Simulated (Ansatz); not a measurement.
## S on a W site in WS2

Computed with Ansatz, DFT PBE+D3(BJ), scalar-relativistic, plane waves, PAW. Settings: 420 eV cutoff, 2×2×2 k-mesh, Gaussian smearing of 0.01 eV, collinear spin in charge +1 alone.

Host crystal, relaxed:

```
W S
1.0
     3.15972    0.00000    0.00000
    -1.57986    2.73639    0.00000
     0.00000    0.00000   16.93947
W S
1 2
Direct
  0.33333 0.66667 0.00000
  0.66667 0.33333 0.90696
  0.66667 0.33333 0.09304
```

Supercell of 48 atoms, rows in host cell vectors: 0 -4 0; 4 4 0; 0 0 1. Atoms relax at the host's cell, keeping the symmetry that the supercell leaves at the site. The cell is small, so energies carry finite-size errors of tenths of an eV. The host's Kohn–Sham gap is 1.92 eV.

Spin-orbit coupling is left out, which matters for the bands and energies of heavy elements.

Defect: S on a W site, charge 0.

Command:

```bash
ansatz run input.yaml --threads 4 --pin off --max-ram 6144MiB --backend cpu --events-out ev --progress --plain --runs-dir out
```

The input:

```yaml
crystal:
  lattice:
    - [6.3194333852, -10.9455796982, 0.0]
    - [6.3194333852, 10.9455796982, 0.0]
    - [0.0, 0.0, 16.9394671916]
  atoms:
    - { symbol: S, position: [0.6666666667, 0.0833333333, 0.0] }
    - { symbol: W, position: [0.4166666667, 0.0833333333, 0.0] }
    - { symbol: W, position: [0.1666666667, 0.0833333333, 0.0] }
    - { symbol: W, position: [0.9166666667, 0.0833333333, 0.0] }
    - { symbol: W, position: [0.6666666667, 0.3333333333, 0.0] }
    - { symbol: W, position: [0.4166666667, 0.3333333333, 0.0] }
    - { symbol: W, position: [0.1666666667, 0.3333333333, 0.0] }
    - { symbol: W, position: [0.9166666667, 0.3333333333, 0.0] }
    - { symbol: W, position: [0.6666666667, 0.5833333333, 0.0] }
    - { symbol: W, position: [0.4166666667, 0.5833333333, 0.0] }
    - { symbol: W, position: [0.1666666667, 0.5833333333, 0.0] }
    - { symbol: W, position: [0.9166666667, 0.5833333333, 0.0] }
    - { symbol: W, position: [0.6666666667, 0.8333333333, 0.0] }
    - { symbol: W, position: [0.4166666667, 0.8333333333, 0.0] }
    - { symbol: W, position: [0.1666666667, 0.8333333333, 0.0] }
    - { symbol: W, position: [0.9166666667, 0.8333333333, 0.0] }
    - { symbol: S, position: [0.8333333333, 0.1666666667, 0.9069626205] }
    - { symbol: S, position: [0.5833333333, 0.1666666667, 0.9069626205] }
    - { symbol: S, position: [0.3333333333, 0.1666666667, 0.9069626205] }
    - { symbol: S, position: [0.0833333333, 0.1666666667, 0.9069626205] }
    - { symbol: S, position: [0.8333333333, 0.4166666667, 0.9069626205] }
    - { symbol: S, position: [0.5833333333, 0.4166666667, 0.9069626205] }
    - { symbol: S, position: [0.3333333333, 0.4166666667, 0.9069626205] }
    - { symbol: S, position: [0.0833333333, 0.4166666667, 0.9069626205] }
    - { symbol: S, position: [0.8333333333, 0.6666666667, 0.9069626205] }
    - { symbol: S, position: [0.5833333333, 0.6666666667, 0.9069626205] }
    - { symbol: S, position: [0.3333333333, 0.6666666667, 0.9069626205] }
    - { symbol: S, position: [0.0833333333, 0.6666666667, 0.9069626205] }
    - { symbol: S, position: [0.8333333333, 0.9166666667, 0.9069626205] }
    - { symbol: S, position: [0.5833333333, 0.9166666667, 0.9069626205] }
    - { symbol: S, position: [0.3333333333, 0.9166666667, 0.9069626205] }
    - { symbol: S, position: [0.0833333333, 0.9166666667, 0.9069626205] }
    - { symbol: S, position: [0.8333333333, 0.1666666667, 0.0930373795] }
    - { symbol: S, position: [0.5833333333, 0.1666666667, 0.0930373795] }
    - { symbol: S, position: [0.3333333333, 0.1666666667, 0.0930373795] }
    - { symbol: S, position: [0.0833333333, 0.1666666667, 0.0930373795] }
    - { symbol: S, position: [0.8333333333, 0.4166666667, 0.0930373795] }
    - { symbol: S, position: [0.5833333333, 0.4166666667, 0.0930373795] }
    - { symbol: S, position: [0.3333333333, 0.4166666667, 0.0930373795] }
    - { symbol: S, position: [0.0833333333, 0.4166666667, 0.0930373795] }
    - { symbol: S, position: [0.8333333333, 0.6666666667, 0.0930373795] }
    - { symbol: S, position: [0.5833333333, 0.6666666667, 0.0930373795] }
    - { symbol: S, position: [0.3333333333, 0.6666666667, 0.0930373795] }
    - { symbol: S, position: [0.0833333333, 0.6666666667, 0.0930373795] }
    - { symbol: S, position: [0.8333333333, 0.9166666667, 0.0930373795] }
    - { symbol: S, position: [0.5833333333, 0.9166666667, 0.0930373795] }
    - { symbol: S, position: [0.3333333333, 0.9166666667, 0.0930373795] }
    - { symbol: S, position: [0.0833333333, 0.9166666667, 0.0930373795] }
  host:
    lattice:
      - [3.1597166926, 0.0, 0.0]
      - [-1.5798583463, 2.7363949246, 0.0]
      - [0.0, 0.0, 16.9394671916]
    atoms:
      - { symbol: W, position: [0.3333333333, 0.6666666667, 0.0] }
      - { symbol: S, position: [0.6666666667, 0.3333333333, 0.9069626205] }
      - { symbol: S, position: [0.6666666667, 0.3333333333, 0.0930373795] }
basis:
  ecutwfc: 420
  xc_grid: 2
kpoints:
  mp_grid: { grid: [2, 2, 2], shift: [0.0, 0.0, 0.0] }
hamiltonian:
  xc: pbe
  dispersion: d3bj
scf:
  occupations: { method: gaussian, width: 0.01 }
output:
  forces: true
  stress: false
  eigenvalues: true
  charged_corrections:
    defect_position: [0.66666667, 0.08333333, 0.0]
    epsilon: [[5.6101, 0.0, 0.0], [0.0, 5.6101, 0.0], [0.0, 0.0, 1.4325]]
  write_density: true
  write_potential: true
  elf: true
  volumetric_format: npy
relax:
  adjacent_minimum: "off"
  f_tol: 0.025
  max_steps: 45
```

From the output:

```
Warning: RAYON_NUM_THREADS=4 ignored (pool sized by the plan → 4); use --threads N
Crystal: 48 atoms, lattice volume = 2343.401 Å³
Basis set: ecut = 420 eV, 45813 PW (Γ), exchange–correlation on 180×180×240 points (8 copies of the dense FFT grid, shifted against one another)
Bands: 252, of which v1, the nominal top of the filled ones, is band 204 counted from 1 (203 counted from 0)
Symmetry: 12 space group operations
Space group: P-6m2 (ITA 187), of the structure as read, at distance tolerance 1.3e-4 Å
k-points: 4 of 8
relax step   1: F+E_penalty+E_count = -185587.33978128 eV  Δ(F+E_penalty+E_count) = +0.000e0 eV  max|allowed force component| = 7.054e-1 eV/Å  Δτ_max = 0.0000 Å
relax step   2: F+E_penalty+E_count = -185586.36062509 eV  Δ(F+E_penalty+E_count) = +9.792e-1 eV  max|allowed force component| = 1.574e0 eV/Å  Δτ_max = 0.1983 Å
relax step   3: F+E_penalty+E_count = -185587.62617486 eV  Δ(F+E_penalty+E_count) = -2.864e-1 eV  max|allowed force component| = 1.603e-1 eV/Å  Δτ_max = 0.0695 Å
relax step   4: F+E_penalty+E_count = -185587.63647127 eV  Δ(F+E_penalty+E_count) = -1.030e-2 eV  max|allowed force component| = 1.182e-1 eV/Å  Δτ_max = 0.0082 Å
relax step   5: F+E_penalty+E_count = -185587.64695989 eV  Δ(F+E_penalty+E_count) = -1.049e-2 eV  max|allowed force component| = 1.501e-2 eV/Å  Δτ_max = 0.0223 Å
relax step   6: F+E_penalty+E_count = -185587.64696019 eV  Δ(F+E_penalty+E_count) = -2.949e-7 eV  max|allowed force component| = 1.501e-2 eV/Å  Δτ_max = 0.0000 Å
SCF converged after 3 iterations
Free energy (F): -185587.646960 eV
E sigma→0 (E₀):  -185587.646960 eV
Fermi energy:    0.857857 eV
```

The relaxation gained 0.31 eV in 6 steps. Time: 7.5 min on 4 threads of Arm Neoverse V1, with other jobs on the host, peak memory 4 GiB.